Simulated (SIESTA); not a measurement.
Crystal: Co.

```
Co
1.0
    -1.41457    1.39291    1.39216
     1.44298   -1.37513    1.40278
     1.41127    1.37182   -1.37438
Co
1
Direct
  0.00000 0.00000 0.00000
```

This isn't the form of Co at room conditions, which is hcp.

Base run:

| Item | Value |
| --- | --- |
| Program | SIESTA 5.4.2 |
| Functional | PBE |
| Potentials or basis | PseudoDojo 0.4 standard (PBE files) |
| Basis | DZP (energy shift 0.003 Ry; two zetas on semicore shells) |
| Grid cutoff | 800 Ry |
| Energy shift | 0.003 Ry |
| k mesh | 13 × 13 × 13 |
| Occupations | fermi-dirac, width 0.05 eV |
| Spin | collinear spin, fm_larger start |
| Starting moments | [3.5] μB |

Its results: band gap on the k mesh none (metal or under the smearing width); pressure -0.4 GPa; net moment 1.72 μB per cell.

**Question.** The run is repeated on the same cell with these changes: spin from collinear spin, fm_larger start to collinear spin, zero start; moments at the start from [3.5] to [0.0]. What comes out?

**Answer.** Band gap on the k mesh none (metal or under the smearing width); pressure -11.0 GPa; net moment 0.00 μB per cell.

Caveats: short orbitals over semicore shells can move pressures by several GPa; the basis of atomic orbitals isn't converged, which shifts pressures, moduli and gaps.
